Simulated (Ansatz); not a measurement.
**All-electron card of In**

```
In
1.0
     3.08684    0.00000    0.00000
     0.00000    3.08684    0.00000
     0.00000    0.00000    3.08684
In
1
Direct
  0.00000 0.00000 0.00000
```

The cell was built from the sc type and relaxed in the same program, and has space group Pm-3m; it needn't be a known or the stable phase.

Spin–orbit coupling is left out, though it moves levels of the heavy atoms by tenths of an eV or more.

The calculation used Ansatz 0.2.0, DFT, PBE, all-electron LAPW, scalar-relativistic.

The runs use a Γ-centred 12×12×12 k mesh, Fermi–Dirac smearing of 0.03 eV, basis error target 0.25 meV/atom, no spin polarisation.

```json
{
  "Pressure at this cell": "0.03 GPa",
  "Volume per atom": "29.41 Å³"
}
```

Question: Density of states at the Fermi level (0.2 eV bin): what does the calculation give?

Answer: 0.56 states/eV per cell.

Question: Band gap: what does the calculation give?

Answer: none: with an odd electron count and no spin polarisation the bands can't all be full, a metal in this set-up (spin order or a larger cell could open a gap).
